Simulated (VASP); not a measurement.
# Tl in VASP: a series of runs

The runs below take Tl through relaxation of the atoms, with PBEsol, PBE+dDsC.

All numbers are computed with VASP 6.6.1; they aren't measurements. Logs are shortened: lines on timing, memory, paths and dates and some standing lists are left out, and cuts for length are marked.

## (1) The cell of the first run

The cell holds a slab with vacuum, 3 atoms: a = 3.456 Å, b = 3.456 Å, c = 20.525 Å, α = 90.00°, β = 90.00°, γ = 120.00°.

The slab is cut from a database's or a generator's crystal, which needn't be the stable form of the element.

## (2) Relaxation of the atoms, PBEsol (the (0 0 1) slab of Tl, cut from the database cell, not relaxed)

INCAR reads:

```
  PREC = Accurate
  ENCUT = 520
  EDIFF = 1E-7
  ISMEAR = 0
  SIGMA = 0.05
  LREAL = F
  LASPH = T
  NELM = 60
  ALGO = Normal
  ISIF = 2
  LWAVE = F
  LCHARG = F
  LDIPOL = T
  IDIPOL = 3
  DIPOL = 0.5 0.5 0.500
  GGA = PS
  IBRION = 2
  NSW = 60
  EDIFFG = -0.02
```

KPOINTS reads:

```
Automatic mesh
0
Gamma
  9 9 1
```

POSCAR reads:

```
Tl
1.0
    3.4559983565      0.0000000000      0.0000000000
   -1.7279991782      2.9929823722      0.0000000000
    0.0000000000      0.0000000000     20.5250000000
Tl
3
Selective dynamics
Direct
    0.3333333333      0.6666666666      0.3654080390  F F F
    0.6666666667      0.3333333334      0.5000000000  T T T
    0.3333333333      0.6666666666      0.6345919610  T T T
```

Potentials or basis: VASP PAW PBE potentials, release 64 (Tl_d).

Started as:

```console
> cat potpaw_PBE.64/Tl_d/POTCAR > POTCAR
> mpirun -np 1 vasp_std > vasp.out
```

OUTCAR:

```text
PREC = Accurate
   ENCUT = 520
   EDIFF = 1E-7
   ISMEAR = 0
   LREAL = F
   LASPH = T
   NELM = 60
   ISIF = 2
   GGA = PS
   IBRION = 2
   NSW = 60
   EDIFFG = -0.02

 ion  position               nearest neighbor table
   1  0.333  0.667  0.365-   2 3.41   2 3.41   2 3.41
   2  0.667  0.333  0.500-   1 3.41   3 3.41   1 3.41   3 3.41   1 3.41   3 3.41
   3  0.333  0.667  0.635-   2 3.41   2 3.41   2 3.41

  LATTYP: Found a hexagonal cell.
 ALAT       =     3.4559983565
 C/A-ratio  =     5.9389495835

  Lattice vectors:

 A1 = (   3.4559983565,   0.0000000000,   0.0000000000)
 A2 = (  -1.7279991782,   2.9929823722,   0.0000000000)
 A3 = (   0.0000000000,   0.0000000000,  20.5250000000)

Analysis of symmetry for initial positions (statically):
=====================================================================
 Subroutine PRICEL returns:
 Original cell was already a primitive cell.

 Routine SETGRP: Setting up the symmetry group for a
 hexagonal supercell.

 Subroutine GETGRP returns: Found 12 space group operations
 (whereof 12 operations were pure point group operations)
 out of a pool of 24 trial point group operations.

The static configuration has the point symmetry D_3h.

Analysis of symmetry for dynamics (positions and initial velocities):
=====================================================================
 Subroutine PRICEL returns:
 Original cell was already a primitive cell.

 Routine SETGRP: Setting up the symmetry group for a
 hexagonal supercell.

 Subroutine GETGRP returns: Found 12 space group operations
 (whereof 12 operations were pure point group operations)
 out of a pool of 24 trial point group operations.

The dynamic configuration has the point symmetry D_3h.

Analysis of constrained symmetry for selective dynamics:
=====================================================================
 Subroutine PRICEL returns:
 Original cell was already a primitive cell.

 Routine SETGRP: Setting up the symmetry group for a
 hexagonal supercell.

 Subroutine GETGRP returns: Found  6 space group operations
 (whereof  6 operations were pure point group operations)
 out of a pool of 24 trial point group operations.

The constrained configuration has the point symmetry C_3v.

 Subroutine INISYM returns: Found  6 space group operations
 (whereof  6 operations are pure point group operations),
 and found     1 'primitive' translations

----------------------------------------------------------------------------------------

                                     Primitive cell

  volume of cell :     212.3053

  direct lattice vectors                    reciprocal lattice vectors
     3.455998356  0.000000000  0.000000000     0.289351989  0.167057449  0.000000000
    -1.727999178  2.992982372  0.000000000     0.000000000  0.334114898  0.000000000
     0.000000000  0.000000000 20.525000000     0.000000000  0.000000000  0.048721072

  length of vectors
     3.455998356  3.455998357 20.525000000     0.334114898  0.334114898  0.048721072

  position of ions in fractional coordinates (direct lattice)
     0.333333333  0.666666667  0.365408039
     0.666666667  0.333333333  0.500000000
     0.333333333  0.666666667  0.634591961

  ion indices of the primitive-cell ions
   primitive index   ion index
                 1           1
                 2           2
                 3           3

----------------------------------------------------------------------------------------

 KPOINTS: Automatic mesh

Automatic generation of k-mesh.
 Grid dimensions read from file:
 generate k-points for:    9    9    1

[... 23 lines left out ...]
  0.333333  0.000000  0.000000      6.000000
  0.444444  0.000000  0.000000      6.000000
  0.111111  0.111111  0.000000      6.000000
  0.222222  0.111111  0.000000     12.000000
  0.333333  0.111111  0.000000     12.000000
  0.444444  0.111111  0.000000      6.000000
  0.222222  0.222222  0.000000      6.000000
  0.333333  0.222222  0.000000     12.000000
  0.333333  0.333333  0.000000      2.000000
   k-points           NKPTS =     12   k-points in BZ     NKDIM =     12   number of bands    NBANDS=     23
   number of dos      NEDOS =    301   number of ions     NIONS =      3
   total plane-waves  NPLWV = 125440
   dimension x,y,z NGX =    28 NGY =   28 NGZ =  160
   dimension x,y,z NGXF=    56 NGYF=   56 NGZF=  320
   ions per type =               3
   NGX,Y,Z   is equivalent  to a cutoff of  13.47, 13.47, 12.96 a.u.
   NGXF,Y,Z  is equivalent  to a cutoff of  26.94, 26.94, 25.92 a.u.
 SYSTEM =  unknown system
   PREC   = accura    normal or accurate (medium, high low for compatibility)
   ISTART =      0    job   : 0-new  1-cont  2-samecut
   ICHARG =      2    charge: 1-file 2-atom 10-const
   ISPIN  =      1    spin polarized calculation?
   LNONCOLLINEAR =      F non collinear calculations
   LSORBIT =      F    spin-orbit coupling
   LASPH  =      T    aspherical Exc in radial PAW
   ENCUT  =  520.0 eV  38.22 Ry    6.18 a.u.   6.43  6.43 38.16*2*pi/ulx,y,z
   NELM   =     60;   NELMIN=  2; NELMDL= -5     # of ELM steps
   EDIFF  = 0.1E-06   stopping-criterion for ELM
   LREAL  =      F    real-space projection
   EDIFFG = -.2E-01   stopping-criterion for IOM
   NSW    =     60    number of steps for IOM
   IBRION =      2    ionic relax: 0-MD 1-quasi-New 2-CG
   NFREE  =      1    steps in history (QN), initial steepest desc. (CG)
   ISIF   =      2    stress and relaxation
   ISYM   =      2    0-nonsym 1-usesym 2-fastsym
   POTIM  = 0.5000    time-step for ionic-motion
   TEBEG  =    0.0;   TEEND  =   0.0 temperature during run
   PSTRESS=    0.0 pullay stress
   NELECT =      39.0000    total number of electrons
   NUPDOWN=      -1.0000    fix difference up-down
   EMIN   =  10.00;   EMAX   =-10.00  energy-range for DOS
   EFERMI =   0.00;   METHOD = LEGACY
   ISMEAR =     0;   SIGMA  =   0.05  broadening in eV -4-tet -1-fermi 0-gaus
   EFERMI_NEDOS =   21; number of points for ismear=-14 and -15
   IALGO  =     38    algorithm
   IMIX   =      4    mixing-type and parameters
     AMIX     =   0.40;   BMIX     =  1.00
     AMIX_MAG =   1.60;   BMIX_MAG =  1.00
  volume/ion in A,a.u.               =      70.77       477.57
  Fermi-wavevector in a.u.,A,eV,Ry     =   0.930628  1.758632 11.783575  0.866068
  Thomas-Fermi vector in A             =   2.057036
   LORBIT       =      0    0 simple, 1 ext, 2 COOP (PROOUT), +10 PAW based schemes
   GGA     = PS    functional components
   LHFCALC =     F    Hartree Fock is set to
   AEXX    =    0.0000 exact exchange contribution
   IVDW    =     0    specifies the selected vdW correction
   LEPSILON=     F    determine dielectric tensor
   LRPA    =     F    only Hartree local field effects (RPA)
 conjugate gradient relaxation of ions
 non-spin polarized calculation
 Gauss-broadening in eV      SIGMA  =   0.05
  energy-cutoff  :      520.00
  volume of cell :      212.31
 maximum number of plane-waves:      5767
 NGX is ok and might be reduce to    28
   NGX = 13   NGY = 13   NGZ = 77

--------------------------------------- Ionic step        1  -------------------------------------------

 number of electron      38.9999999 magnetization

 Free energy of the ion-electron system (eV)
  ---------------------------------------------------
  ext. energy  EPLUGINS =         0.00000000
  ---------------------------------------------------
  free energy    TOTEN  =        -7.43435892 eV

  energy without entropy =       -7.43193693  energy(sigma->0) =       -7.43314792

------------------------ aborting loop because EDIFF is reached ----------------------------------------

  FORCE on cell =-STRESS in cart. coord.  units (eV):
  Direction    XX          YY          ZZ          XY          YZ          ZX
  --------------------------------------------------------------------------------------
  -------------------------------------------------------------------------------------
  Total       -1.2309126     -1.2309126     -0.3418202     -0.0000000      0.0000000      0.0000000
  in kB       -9.2891707     -9.2891707     -2.5795707     -0.0000000      0.0000000      0.0000000
  external PRESSURE =      -7.0526374 kB  Pullay stress =       0.0000000 kB
[... 92 lines left out ...]
  FREE ENERGIE OF THE ION-ELECTRON SYSTEM (eV)
  ---------------------------------------------------
  free  energy   TOTEN  =        -7.4348398652 eV

  energy  without entropy=       -7.4325312154  energy(sigma->0) =       -7.43368554

[... ionic steps 4 to 7 ...]

--------------------------------------- Ionic step        8  -------------------------------------------

 number of electron      39.0000001 magnetization

------------------------ aborting loop because EDIFF is reached ----------------------------------------
[... 63 lines left out ...]
  FREE ENERGIE OF THE ION-ELECTRON SYSTEM (eV)
  ---------------------------------------------------
  free  energy   TOTEN  =        -7.4362122184 eV

  energy  without entropy=       -7.4325031362  energy(sigma->0) =       -7.43435768

 dipolmoment           0.000000      0.000000      0.000017 electrons x Angstroem

--------------------------------------- Ionic step       10  -------------------------------------------

 number of electron      39.0000000 magnetization

 dipolmoment           0.000000      0.000000     -0.000036 electrons x Angstroem

 Free energy of the ion-electron system (eV)
  ---------------------------------------------------
  ext. energy  EPLUGINS =         0.00000000
  ---------------------------------------------------
  free energy    TOTEN  =        -7.43629292 eV

  energy without entropy =       -7.43287214  energy(sigma->0) =       -7.43458253

 E-fermi :   0.3159     XC(G=0):  -4.8628

 val. band max:        0.3115540469   @ k =   0.2222   0.2222   0.0000
 cond. band min:       0.4649847073   @ k =   0.4444   0.0000   0.0000
 fundamental gap:      0.1534306604
 Fermi energy:         0.3159057438

 k-point     1 :       0.0000    0.0000    0.0000
  band No.  band energies     occupation
      1     -11.4043      2.00000
      2     -11.3012      2.00000
      3     -11.2081      2.00000
      4     -11.2081      2.00000
      5     -11.2047      2.00000
      6     -11.1960      2.00000
[... 301 lines left out ...]
     22       0.6554      0.00000
     23       1.4846      0.00000

------------------------ aborting loop because EDIFF is reached ----------------------------------------

 vacuum level on the upper side and lower side of the slab       (xc-potential included)        -0.101        -0.092

  FORCE on cell =-STRESS in cart. coord.  units (eV):
  Direction    XX          YY          ZZ          XY          YZ          ZX
  --------------------------------------------------------------------------------------
  -------------------------------------------------------------------------------------
  Total       -1.1015106     -1.1015106     -0.0551542     -0.0000000      0.0000000      0.0000000
  in kB       -8.3126295     -8.3126295     -0.4162252     -0.0000000      0.0000000      0.0000000
  external PRESSURE =      -5.6804947 kB  Pullay stress =       0.0000000 kB
[... 18 lines left out ...]
  FREE ENERGIE OF THE ION-ELECTRON SYSTEM (eV)
  ---------------------------------------------------
  free  energy   TOTEN  =        -7.4362929219 eV

  energy  without entropy=       -7.4328721374  energy(sigma->0) =       -7.43458253

 reached required accuracy - stopping structural energy minimisation

 vacuum level on the upper side and lower side of the slab         4.071         4.074
```

It took 6.7 min on 1 thread of AMD EPYC 9R14 (Zen 4), shared host; peak memory 0.32 GiB.

What came out:

- Free energy: -7.4363 eV
- Energy gained by relaxing: 0.6 meV/atom
- Ionic steps: 10
- Band gap on the k mesh: none (metal or under the smearing width)

The path:
```csv
step,energy change (eV),largest force (eV/Å),pressure (GPa)
1,0.0000,0.0533,-0.71
2,-0.0001,0.0533,-0.70
3,-0.0005,0.0538,-0.69
4,-0.0009,0.0523,-0.66
5,-0.0007,0.0834,-0.60
6,-0.0010,0.0519,-0.64
7,-0.0012,0.0450,-0.63
8,-0.0017,0.0236,-0.60
9,-0.0019,0.0213,-0.55
10,-0.0019,0.0041,-0.57
```

Final structure:
```cif
data_structure
_symmetry_space_group_name_H-M 'P 1'
_symmetry_Int_Tables_number 1
_cell_length_a 3.4560
_cell_length_b 3.4560
_cell_length_c 20.5250
_cell_angle_alpha 90.000
_cell_angle_beta 90.000
_cell_angle_gamma 120.000
_cell_volume 212.31
loop_
_atom_site_label
_atom_site_type_symbol
_atom_site_fract_x
_atom_site_fract_y
_atom_site_fract_z
_atom_site_occupancy
Tl1 Tl 0.33333 0.66667 0.36541 1
Tl2 Tl 0.66667 0.33333 0.49817 1
Tl3 Tl 0.33333 0.66667 0.63105 1
```

Caveat: the PAW data sets were made with another functional, which shifts forces and pressure a little. Spin-orbit coupling is left out, which matters for the levels of Tl.

## (3) Relaxation of the atoms, PBE+dDsC (the (0 0 1) slab of Tl, cut from the database cell, not relaxed)

INCAR reads:

```
SYSTEM = Tl
PREC = Accurate
ENCUT = 520
EDIFF = 1E-6
ISMEAR = 0
SIGMA = 0.05
LREAL = .FALSE.
LASPH = .TRUE.
NELM = 80
ALGO = Normal
ISIF = 2
LWAVE = .FALSE.
LCHARG = .FALSE.
LDIPOL = .TRUE.
IDIPOL = 3
DIPOL = 0.5 0.5 0.500
GGA = PE
IVDW = 4
IBRION = 2
NSW = 60
EDIFFG = -0.01
```

KPOINTS reads:

```
regular mesh
0
G
  9 9 1
  0 0 0
```

POSCAR is that of step 2.

Potentials or basis: VASP PAW PBE potentials, release 64 (Tl_d).

Started as:

```console
> cat potpaw_PBE.64/Tl_d/POTCAR > POTCAR
> mpirun -np 1 vasp_std > vasp.out
```

Run time: 5.6 min. Hardware: 1 thread of AMD EPYC 9R14 (Zen 4), shared host; peak memory 0.34 GiB.

Results (log left out):

* Free energy: -7.0492 eV
* Energy gained by relaxing: 4.2 meV/atom
* Ionic steps: 12
* Band gap on the k mesh: none (metal or under the smearing width)
* Dispersion energy per atom: -0.233 eV

Step by step:
```tsv
step	energy change (eV)	largest force (eV/Å)	pressure (GPa)
1	0.0000	0.0664	-0.14
2	-0.0004	0.0664	-0.15
3	-0.0013	0.0679	-0.16
4	-0.0030	0.0779	-0.19
5	-0.0053	0.1093	-0.25
6	-0.0058	0.1070	-0.26
7	-0.0072	0.1020	-0.28
8	-0.0096	0.0903	-0.32
9	-0.0128	0.0682	-0.41
10	-0.0122	0.0729	-0.39
11	-0.0126	0.0427	-0.38
12	-0.0125	0.0032	-0.37
```

Final structure:
```
Tl
1.0
     3.45600    0.00000    0.00000
    -1.72800    2.99298    0.00000
     0.00000    0.00000   20.52500
Tl
3
Direct
  0.33333 0.66667 0.36541
  0.66667 0.33333 0.50342
  0.33333 0.66667 0.64137
```

Levels at points of the mesh, in eV from the Fermi level:
```tsv
k point	band 16	band 17	band 18	band 19	band 20	band 21	band 22	band 23
(0.00, 0.00, 0.00)	-9.51	-8.28	-6.48	-1.85	0.77	3.03	3.49	5.08
```

The run has no spin-orbit coupling, so splittings on Tl are missing.

## (4) Relaxation of the atoms, PBEsol (the (0 0 1) slab of Tl, cut from the database cell, not relaxed)

INCAR reads:

```
SYSTEM = Tl
PREC = Accurate
ENCUT = 500
EDIFF = 1E-7
ISMEAR = 0
SIGMA = 0.1
LREAL = .False.
LASPH = .True.
NELM = 60
ALGO = Normal
ISIF = 2
LWAVE = .False.
LCHARG = .False.
LDIPOL = .True.
IDIPOL = 3
DIPOL = 0.5 0.5 0.500
GGA = PS
IBRION = 2
NSW = 60
EDIFFG = -0.02
```

KPOINTS reads:

```
Automatic mesh
0
Gamma
  9 9 1
  0 0 0
```

POSCAR is that of step 3.

Potentials or basis: VASP PAW PBE potentials, release 54 (Tl).

Started as:

```console
> cat potpaw_PBE.54/Tl/POTCAR > POTCAR
> mpirun -np 1 vasp_std > vasp.out
```

Run time: 2.6 min. Hardware: 1 thread of AMD EPYC 9R14 (Zen 4), shared host; peak memory 0.3 GiB.

It converged, with:

```
Free energy               : -7.4686 eV
Energy gained by relaxing : 1.0 meV/atom
Ionic steps               : 9
Band gap on the k mesh    : none (metal or under the smearing width)
```

The path:
```tsv
step	energy change (eV)	largest force (eV/Å)	pressure (GPa)
1	0.0000	0.0564	-0.71
2	-0.0001	0.0571	-0.70
3	-0.0005	0.0592	-0.69
4	-0.0011	0.0630	-0.66
5	-0.0011	0.0896	-0.59
6	-0.0013	0.0665	-0.62
7	-0.0016	0.0616	-0.61
8	-0.0022	0.0469	-0.59
9	-0.0029	0.0174	-0.53
```

Final structure:
```yaml
crystal:
  lattice:
    - [3.45600, 0.00000, 0.00000]
    - [-1.72800, 2.99298, 0.00000]
    - [0.00000, 0.00000, 20.52500]
  atoms:
    - { symbol: Tl, position: [0.33333, 0.66667, 0.36541] }
    - { symbol: Tl, position: [0.66667, 0.33333, 0.49805] }
    - { symbol: Tl, position: [0.33333, 0.66667, 0.63015] }
```

Levels at points of the mesh, in eV from the Fermi level:
| k point | band 1 | band 2 | band 3 | band 4 | band 5 | band 6 | band 7 | band 8 |
| --- | --- | --- | --- | --- | --- | --- | --- | --- |
| (0.00, 0.00, 0.00) | -9.75 | -8.42 | -6.38 | -1.82 | 1.09 | 3.33 | 3.71 | 5.27 |

Caveat: the PAW data sets were made with another functional, which shifts forces and pressure a little.

## (5) Summary

| level | potentials or basis | cutoff (eV) | smearing | gap on the mesh (eV) |
| --- | --- | --- | --- | --- |
| PBEsol | VASP PAW PBE potentials, release 64 (Tl_d) | 520 | gaussian 0.05 eV | none |
| PBE+dDsC | VASP PAW PBE potentials, release 64 (Tl_d) | 520 | gaussian 0.05 eV | none |
| PBEsol | VASP PAW PBE potentials, release 54 (Tl) | 500 | gaussian 0.1 eV | none |

Alike in all rows: task relaxation of the atoms; no spin polarisation; cell atoms relaxed from: the (0 0 1) slab of Tl, cut from the database cell, not relaxed; k mesh 9 × 9 × 1.

Caveats: the PAW data sets were made with another functional, which shifts forces and pressure a little (some runs).

Total energies depend on the potentials used, so only differences within one code and one set of settings carry meaning.
